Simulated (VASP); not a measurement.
# TaN (Fm-3m) in VASP: further runs, part 2 of 2

VASP 6.6.1.

## (3) Single point, PBE

The input, INCAR:

```
SYSTEM = TaN
  PREC = Accurate
  ENCUT = 460
  EDIFF = 1E-7
  ISMEAR = -5
  SIGMA = 0.05
  LREAL = .FALSE.
  LASPH = .TRUE.
  NELM = 100
  ALGO = Normal
  ISIF = 2
  LWAVE = .FALSE.
  LCHARG = .FALSE.
  GGA = PE
  ADDGRID = .FALSE.
```

The input, KPOINTS:

```
Automatic mesh
0
G
  11 11 11
  0 0 0
```

The input, POSCAR:

```
TaN
1.0
    0.0000000000      2.2113230000      2.2113230000
    2.2113230000      0.0000000000      2.2113230000
    2.2113230000      2.2113230000      0.0000000000
Ta N
1 1
Direct
    0.5000000000      0.5000000000      0.5000000000
    0.0000000000      0.0000000000      0.0000000000
```

Potentials or basis: VASP PAW PBE potentials, release 64 (Ta_pv, N).

Started as:

```sh
cat potpaw_PBE.64/Ta_pv/POTCAR potpaw_PBE.64/N/POTCAR > POTCAR
mpirun -np 1 vasp_std > vasp.out
```

OUTCAR:

```text
SYSTEM = TaN
   PREC = Accurate
   ENCUT = 460
   EDIFF = 1E-7
   ISMEAR = -5
   LREAL = .FALSE.
   LASPH = .TRUE.
   NELM = 100
   ISIF = 2
   GGA = PE

 Found     56 irreducible k-points:

 Following reciprocal coordinates:
            Coordinates               Weight
  0.000000  0.000000  0.000000      1.000000
  0.090909  0.000000  0.000000      8.000000
  0.181818  0.000000  0.000000      8.000000
  0.272727  0.000000  0.000000      8.000000
  0.363636  0.000000  0.000000      8.000000
  0.454545  0.000000  0.000000      8.000000
   k-points           NKPTS =     56   k-points in BZ     NKDIM =     56   number of bands    NBANDS=     12
   number of dos      NEDOS =    301   number of ions     NIONS =      2
   total plane-waves  NPLWV =  13824
   dimension x,y,z NGX =    24 NGY =   24 NGZ =   24
   dimension x,y,z NGXF=    48 NGYF=   48 NGZF=   48
   ions per type =               1   1
   NGX,Y,Z   is equivalent  to a cutoff of  12.76, 12.76, 12.76 a.u.
   NGXF,Y,Z  is equivalent  to a cutoff of  25.52, 25.52, 25.52 a.u.
 SYSTEM =  TaN
   PREC   = accura    normal or accurate (medium, high low for compatibility)
   ISTART =      0    job   : 0-new  1-cont  2-samecut
   ICHARG =      2    charge: 1-file 2-atom 10-const
   ISPIN  =      1    spin polarized calculation?
   LNONCOLLINEAR =      F non collinear calculations
   LSORBIT =      F    spin-orbit coupling
   LASPH  =      T    aspherical Exc in radial PAW
[... 72 lines left out ...]
     12       9.4129      0.00000
[... 61 lines left out ...]
 k-point     6 :       0.4545    0.0000    0.0000
  band No.  band energies     occupation
      1     -27.2420      2.00000
      2     -26.5362      2.00000
      3     -26.5362      2.00000
      4      -6.5305      2.00000
      5      -0.7673      2.00000
      6       1.9418      2.00000
      7       1.9418      2.00000
      8      10.9879      0.00000
      9      11.0865      0.00000
     10      11.0865      0.00000
     11      13.4090      0.00000
     12      16.5240      0.00000

 [... further k-points ...]

------------------------ aborting loop because EDIFF is reached ----------------------------------------

  FORCE on cell =-STRESS in cart. coord.  units (eV):
  Direction    XX          YY          ZZ          XY          YZ          ZX
  --------------------------------------------------------------------------------------
  -------------------------------------------------------------------------------------
  Total       -0.1397706     -0.1397706     -0.1397706      0.0000000     -0.0000000     -0.0000000
  in kB      -10.3547530    -10.3547530    -10.3547530      0.0000000     -0.0000000     -0.0000000
  external PRESSURE =     -10.3547530 kB  Pullay stress =       0.0000000 kB

 VOLUME and BASIS-vectors are now :
 -----------------------------------------------------------------------------
  energy-cutoff  :      460.00
  volume of cell :       21.63
      direct lattice vectors                 reciprocal lattice vectors
     0.000000000  2.211323000  2.211323000    -0.226108985  0.226108985  0.226108985
     2.211323000  0.000000000  2.211323000     0.226108985 -0.226108985  0.226108985
     2.211323000  2.211323000  0.000000000     0.226108985  0.226108985 -0.226108985

 POSITION                                       TOTAL-FORCE (eV/Angst)
 -----------------------------------------------------------------------------------
      2.21132      2.21132      2.21132         0.000000      0.000000      0.000000
      0.00000      0.00000      0.00000         0.000000      0.000000      0.000000
 -----------------------------------------------------------------------------------
    total drift:                                0.000000     -0.000000     -0.000000

  FREE ENERGIE OF THE ION-ELECTRON SYSTEM (eV)
  ---------------------------------------------------
  free  energy   TOTEN  =       -21.8312745029 eV

  energy  without entropy=      -21.8312745029  energy(sigma->0) =      -21.83127450
```

OSZICAR:

```text
N       E                     dE             d eps       ncg     rms          rms(c)
DAV:   1     0.833277907611E+02    0.83328E+02   -0.85312E+03  1344   0.128E+03
DAV:   2    -0.213615268189E+02   -0.10469E+03   -0.98606E+02  1564   0.315E+02
DAV:   3    -0.248083989227E+02   -0.34469E+01   -0.33939E+01  1660   0.523E+01
DAV:   4    -0.248527859758E+02   -0.44387E-01   -0.43911E-01  1500   0.540E+00
DAV:   5    -0.248534823071E+02   -0.69633E-03   -0.69081E-03  1696   0.517E-01    0.234E+01
DAV:   6    -0.219596823232E+02    0.28938E+01   -0.12369E+01  1564   0.324E+01    0.990E+00
DAV:   7    -0.218639086894E+02    0.95774E-01   -0.46207E-01  1452   0.640E+00    0.662E+00
DAV:   8    -0.218361117021E+02    0.27797E-01   -0.13952E-01  1616   0.363E+00    0.107E+00
DAV:   9    -0.218314216862E+02    0.46900E-02   -0.20275E-02  1552   0.115E+00    0.263E-01
DAV:  10    -0.218313416885E+02    0.79998E-04   -0.15264E-03  1540   0.418E-01    0.104E-01
DAV:  11    -0.218312731551E+02    0.68533E-04   -0.21831E-04  1552   0.128E-01    0.192E-02
DAV:  12    -0.218312750164E+02   -0.18614E-05   -0.12012E-05  1496   0.310E-02    0.606E-03
DAV:  13    -0.218312743037E+02    0.71277E-06   -0.18078E-07  1340   0.436E-03    0.331E-03
DAV:  14    -0.218312746366E+02   -0.33297E-06   -0.33073E-08   732   0.220E-03    0.113E-03
DAV:  15    -0.218312745247E+02    0.11195E-06   -0.81239E-09   744   0.101E-03    0.342E-04
DAV:  16    -0.218312745029E+02    0.21775E-07   -0.46984E-09   704   0.532E-04
   1 F= -.21831275E+02 E0= -.21831275E+02  d E =0.000000E+00
```

Wall time 8.8 s (1 thread of Intel Xeon Platinum 8488C (Sapphire Rapids), shared host); peak memory 0.14 GiB.

The run converged, but some of its settings lie outside the range that counts as converged, so its numbers aren't taken as properties of the crystal.

What came out:

- Free energy: -21.8313 eV
- Pressure: -1.0 GPa
- Band gap on the k mesh: none (metal or under the smearing width)

Caveat: the cutoff is under 1.25 times the usual one of these potentials, so pressure, stress and relaxed cells hold a basis-set (Pulay) error; tetrahedron occupations give inexact forces and stress in metals.

## (4) Single point, PBE

INCAR: that of step 3 with these lines changed.

```diff
@@ -2,5 +2,5 @@
   PREC = Accurate
-  ENCUT = 460
+  ENCUT = 900
   EDIFF = 1E-7
-  ISMEAR = -5
+  ISMEAR = 0
   SIGMA = 0.05
```

The input, KPOINTS:

```
Automatic mesh
0
G
  8 8 8
  0 0 0
```

POSCAR is that of step 3.

Started as:

```sh
cat potpaw_PBE.64/Ta_pv/POTCAR potpaw_PBE.64/N/POTCAR > POTCAR
mpirun -np 1 vasp_std > vasp.out
```

Run time: 12 s. Hardware: 1 thread of Intel Xeon Platinum 8488C (Sapphire Rapids), shared host; peak memory 0.19 GiB.

The run converged, but some of its settings lie outside the range that counts as converged, so its numbers aren't taken as properties of the crystal.

Results:

```yaml
Free_energy: -21.8103 eV
Pressure: -0.2 GPa
Band_gap_on_the_k_mesh: none (metal or under the smearing width)
```

## (5) Single point, PBE

INCAR: that of step 4 with these lines changed.

```diff
@@ -1,4 +1,4 @@
 SYSTEM = TaN
-  PREC = Accurate
-  ENCUT = 900
+  PREC = Low
+  ENCUT = 520
   EDIFF = 1E-7
```

The input, KPOINTS:

```
Automatic mesh
0
G
  11 11 11
  0 0 0
```

POSCAR is that of step 4.

Started as:

```sh
cat potpaw_PBE.64/Ta_pv/POTCAR potpaw_PBE.64/N/POTCAR > POTCAR
mpirun -np 1 vasp_std > vasp.out
```

Run time: 6.9 s. Hardware: 1 thread of Intel Xeon Platinum 8488C (Sapphire Rapids), shared host; peak memory 0.12 GiB.

The run converged, but some of its settings lie outside the range that counts as converged, so its numbers aren't taken as properties of the crystal.

Results:

- Free energy: -21.8224 eV
- Pressure: -0.5 GPa
- Band gap on the k mesh: none (metal or under the smearing width)

## (6) Single point, PBE

INCAR: that of step 5 with these lines changed.

```diff
@@ -1,3 +1,3 @@
 SYSTEM = TaN
-  PREC = Low
+  PREC = Normal
   ENCUT = 520
```

KPOINTS is that of step 5.

POSCAR is that of step 5.

Potentials or basis: VASP PAW PBE potentials, release 64 (Ta_pv, N).

Started as:

```sh
cat potpaw_PBE.64/Ta_pv/POTCAR potpaw_PBE.64/N/POTCAR > POTCAR
mpirun -np 1 vasp_std > vasp.out
```

Run time: 6.5 s. Hardware: 1 thread of Intel Xeon Platinum 8488C (Sapphire Rapids), shared host; peak memory 0.12 GiB.

The run converged, but some of its settings lie outside the range that counts as converged, so its numbers aren't taken as properties of the crystal.

Results:

```
Free energy            : -21.8218 eV
Pressure               : -0.5 GPa
Band gap on the k mesh : none (metal or under the smearing width)
```

## (7) For comparison

An earlier run on the cell as given: functional PBE; potentials or basis VASP PAW PBE potentials, release 64 (Ta_pv, N); cutoff 520 eV; k mesh 10 × 10 × 10; occupations fermi-dirac, width 0.05 eV; no spin polarisation.

- Pressure: -0.6 GPa
- Band gap on the k mesh: none (metal or under the smearing width)
